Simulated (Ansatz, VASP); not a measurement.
W: VASP beside Ansatz

```
W
1.0
    -1.58234    1.58234    1.58234
     1.58234   -1.58234    1.58234
     1.58234    1.58234   -1.58234
W
1
Direct
  0.00000 0.00000 0.00000
```

Alike in both runs: task single point; functional PBE; k mesh 8 × 8 × 8; occupations gaussian, width 0.1 eV; no spin polarisation.

|  | VASP | Ansatz |
| --- | --- | --- |
| version | VASP 6.6.1 | Ansatz 0.2.0 |
| potentials or method | VASP PAW PBE potentials, release 64 (W_sv) | scalar-relativistic, plane waves, PAW |
| plane-wave cutoff (eV) | 520 | 420 |
| valence electrons in the cell | 14 | 14 |

```tsv
	VASP	Ansatz	Ansatz less VASP
gap on the k mesh at the Fermi level (eV)	none	none	-
pressure (GPa)	6.6	6.1	-0.55
```

A gap of «none» marks a metal or a gap that the smearing closes.

The runs have no spin-orbit coupling, so splittings on W are missing.
